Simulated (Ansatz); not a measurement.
# Pt: hydrostatic pressure series

Method: Ansatz 0.2.0, DFT r2SCAN, scalar-relativistic, plane waves, PAW. Run with 500 eV cutoff, 18×18×18 k-mesh, Gaussian smearing of 0.10 eV, no spin polarisation.

The relaxed crystal:

```xyz
1
Lattice="0.0000 1.9701 1.9701 1.9701 0.0000 1.9701 1.9701 1.9701 0.0000" Properties=species:S:1:pos:R:3 pbc="T T T"
Pt    0.0000    0.0000    0.0000
```

Cell and atoms are relaxed at each pressure within the symmetry of the start, at zero temperature, so transitions that lower the symmetry aren't seen. The k-mesh given is that at zero pressure and may differ at others. a, b and c are the lengths of the cell vectors above.

Spin–orbit coupling is left out, which can shift energies with elements as heavy as these.

Pressures computed: -2, 2, 5, 10, 20, 40 GPa.

Question: At which pressure does the cell have a = 2.770, b = 2.770 and c = 2.770 Å?

Answer: About 5 GPa, where V/V0 = 0.983.